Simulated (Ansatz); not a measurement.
**Te2Mo: band structure with PBEsol**

Slab: Te2Mo, a slab with vacuum.

```
Te Mo
1.0
     3.56039    0.00000    0.00000
    -1.78020    3.08339    0.00000
     0.00000    0.00000   24.81126
Te Mo
4 2
Direct
  0.33333 0.66667 0.22364
  0.66667 0.33333 0.92063
  0.66667 0.33333 0.77636
  0.33333 0.66667 0.07937
  0.66667 0.33333 0.15154
  0.33333 0.66667 0.84846
```

```json
{"Program": "Ansatz 0.2.0", "Task": "band structure", "Functional": "PBEsol", "Potentials or basis": "all-electron LAPW, scalar-relativistic", "Cutoff": "240 eV (chosen from the basis error)", "Basis error allowed": "0.002 eV/atom", "k mesh": "9 × 9 × 2", "Occupations": "fermi-dirac, width 0.05 eV", "Spin": "no spin polarisation"}
```

The largest force is 0.165 eV/Å. The band gap on the k mesh is 1.02 eV, direct. The band gap along the path is 1.02 eV, direct.

Forces in eV/Å, atoms in the order of the input:
```
Te   0.000  0.000 -0.165
Te   0.000  0.000 -0.102
Te   0.000  0.000  0.165
Te   0.000  0.000  0.102
Mo   0.000  0.000 -0.006
Mo   0.000  0.000  0.006
```

Stress tensor (GPa, compression positive):
```
-1.88  0.00  0.00
 0.00 -1.88  0.00
 0.00  0.00 -0.86
```

Levels at the corners of the path, in eV from the valence-band top:
```tsv
point	band 74	band 75	band 76	band 77	band 78	band 79	band 80	band 81	band 82	band 83
Γ	-0.92	-0.92	-0.92	-0.52	-0.12	3.03	3.03	3.05	3.05	3.31
M	-1.57	-0.75	-0.75	-0.39	-0.34	1.36	1.37	1.67	1.76	3.04
K	-2.83	-1.69	-1.69	-0.06	0.00	1.02	1.02	1.77	2.05	2.49
Γ	-0.92	-0.92	-0.92	-0.52	-0.12	3.03	3.03	3.05	3.05	3.31
A	-0.92	-0.92	-0.92	-0.52	-0.12	3.03	3.03	3.05	3.05	3.31
L	-1.57	-0.75	-0.75	-0.39	-0.34	1.36	1.37	1.67	1.76	3.04
H	-2.83	-1.69	-1.69	-0.06	0.00	1.02	1.02	1.77	2.05	2.49
A	-0.92	-0.92	-0.92	-0.52	-0.12	3.03	3.03	3.05	3.05	3.31
```

It took 28 s on 4 threads of Intel(R) Xeon(R) 6975P-C (Granite Rapids) (shared host), peak memory 1.2 GiB.

Caveat: spin-orbit coupling is left out, which moves the levels of the heavy elements. PBEsol gaps usually lie below the measured ones, often by a third to a half.
